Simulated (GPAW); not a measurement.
Runs of GPAW 26.7.0 on In. It takes space group I4/mmm (No. 139, tetragonal). Conventional cell: a = 3.251 Å, b = 3.251 Å, c = 4.947 Å, α = 90.00°, β = 90.00°, γ = 90.00°. In (site symmetry 4/mmm) is surrounded by 12 In at 3.25 to 3.38 Å. 

```csv
task,level,potentials or basis,cell,k mesh,cutoff (eV),smearing,convergence,supercell,supercell k mesh,displacement,relaxed first,grid spacing,gap on the mesh (eV),pressure (GPa)
single point,RPBE,"the program's PAW data sets (release 1.2.1) made for this functional, pw",the cell as VASP's run set it,11 × 11 × 11,600,gaussian 0.02 eV,-,-,-,-,-,-,none,3.3
single point,PBE,"GPAW PAW data sets (gpaw-data 1.2.1), pw",as given,11 × 11 × 11,600,gaussian 0.05 eV,-,-,-,-,-,-,none,1.6
single point,PBE,"GPAW PAW data sets (gpaw-data 1.2.1), pw",as given,11 × 11 × 11,600,fermi-dirac 0.05 eV,-,-,-,-,-,-,none,(a)
phonons,PBE,"GPAW PAW data sets (gpaw-data 1.2.1), lcao:dzp",as given,8 × 8 × 8,-,fermi-dirac 0.05 eV,density=1e-06,2 × 2 × 2,4 × 4 × 4,0.02,none,0.16 Å,none,-
single point,LDA,"the program's PAW data sets (release 1.2.1) made for this functional, pw",as given,11 × 11 × 11,600,gaussian 0.05 eV,-,-,-,-,-,-,none,-2.9
single point,RPBE,"the program's PAW data sets (release 1.2.1) made for this functional, pw",as given,11 × 11 × 11,600,gaussian 0.02 eV,-,-,-,-,-,-,none,3.3
```

Alike in all rows: no spin polarisation.

Question: Estimate the missing entries.

Answer: (a) 1.7.

Caveats: some modes are imaginary (some runs); phonon bands are interpolated from a small supercell (some runs); the basis of atomic orbitals isn't converged, which shifts pressures, moduli and gaps (some runs).

A k mesh can miss the band edges, and the runs leave out spin-orbit coupling on In.

A gap of «none» marks a metal or a gap under the smearing width.

Not every run made on this cell is shown here.
